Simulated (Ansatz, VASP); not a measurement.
# PtS2: VASP beside Ansatz

File INCAR:

```
SYSTEM = PtS2
  ALGO = Normal
  EDIFF = 1E-6
  ENCUT = 520
  GGA = CA
  ISIF = 2
  ISMEAR = 0
  LASPH = .True.
  LCHARG = .False.
  LREAL = .False.
  LWAVE = .False.
  NBANDS = 18
  NELM = 100
  PREC = Accurate
  SIGMA = 0.05
```

File KPOINTS:

```
k-points
0
Gamma
  12 12 8
  0 0 0
```

File POSCAR:

```
PtS2
1.0
    3.3660395020      0.0000000000      0.0000000000
   -1.6830197510      2.9150757189      0.0000000000
    0.0000000000      0.0000000000      4.7868600000
Pt S
1 2
Direct
    0.0000000000      0.0000000000      0.0000000000
    0.3333333333      0.6666666667      0.2500000000
    0.6666666667      0.3333333333      0.7500000000
```

Input for Ansatz:

```yaml
crystal:
  lattice:
    - [3.366039502, 0.0, 0.0]
    - [-1.683019751, 2.9150757189, 0.0]
    - [0.0, 0.0, 4.78686]
  atoms:
    - { symbol: Pt, position: [0.0, 0.0, 0.0] }
    - { symbol: S, position: [0.3333333333, 0.6666666667, 0.25] }
    - { symbol: S, position: [0.6666666667, 0.3333333333, 0.75] }
basis:
  ecutwfc: 420
kpoints:
  mp_grid: { grid: [12, 12, 8] }
hamiltonian:
  xc: lda
scf:
  occupations: { method: gaussian, width: 0.05 }
output:
  forces: true
  stress: true
  eigenvalues: true
```

Change from the starting cell: strain -0.050 along x and y, -0.050 along z, atoms carried along.

Alike in both runs: task single point; functional LDA; k mesh 12 × 12 × 8; occupations gaussian, width 0.05 eV; no spin polarisation.

```csv
,VASP,Ansatz
version,VASP 6.6.1,Ansatz 0.2.0
potentials or method,"VASP PAW LDA potentials, release 64 (Pt, S)","scalar-relativistic, plane waves, PAW"
plane-wave cutoff (eV),520,420
valence electrons in the cell,22,30
```

Ansatz gave:

```
gap on the k mesh at the Fermi level (eV)       : 0.54
least direct gap on the mesh (eV)               : 0.81
pressure (GPa)                                  : 24.1
largest component of the traceless stress (GPa) : 9.51
rms of the force components (eV/Å)              : 0.773
```

**Question.** Estimate VASP's values.

**Answer.** gap on the k mesh at the Fermi level (eV): 0.55; least direct gap on the mesh (eV): 0.82; pressure (GPa): 24.0; largest component of the traceless stress (GPa): 9.45; rms of the force components (eV/Å): 0.771.

Atom by atom the forces differ by 0.003 eV/Å (rms over components). The two sets of potentials don't hold the same shells in valence.

Caveats: so large a pressure means that the cell lies far from this level's equilibrium, or that cutoff or potentials fall short (VASP); spin-orbit coupling is left out, which moves the levels of the heavy elements; the cell's inner coordinates are idealised or old, which leaves forces on the atoms. A k mesh can miss the band edges.
